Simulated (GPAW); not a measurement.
Nb:

```
Nb
1.0
     2.71964    0.00000    0.00000
     0.00000    2.71964    0.00000
     0.00000    0.00000    2.71964
Nb
1
Direct
  0.50000 0.50000 0.50000
```

The cell was built by a generator and needn't be a form met in nature.

- Program: GPAW 26.7.0
- Task: relaxation of cell and atoms
- Functional: PW91
- Potentials or basis: PAW data sets generated in the run's folder for this functional
- Cutoff: 600 eV
- Basis: pw
- k mesh: 8 × 8 × 8
- Occupations: fermi-dirac, width 0.05 eV
- Spin: no spin polarisation

At the start: pressure -2.2 GPa; volume 20.12 Å³/atom.

Task: How do energy, volume and symmetry change on relaxing?

Result: Over 3 steps the energy falls by 2.3 meV/atom and the volume is 19.78 Å³/atom (-1.6 %); space group Pm-3m (No. 221, to 0.05 Å).

Step by step:
| step | energy change (eV) | largest force (eV/Å) | pressure (GPa) | volume (Å³) |
| --- | --- | --- | --- | --- |
| 1 | 0.0000 | 0.0000 | -2.17 | 20.12 |
| 2 | -0.0021 | 0.0000 | -0.65 | 19.88 |
| 3 | -0.0023 | 0.0000 | 0.01 | 19.78 |

Final structure:
```
Nb
1.0
     2.70463    0.00000    0.00000
     0.00000    2.70463    0.00000
     0.00000    0.00000    2.70463
Nb
1
Cartesian
  1.3523 1.3523 1.3523
```

Caveat: later steps reuse the first step's grids.
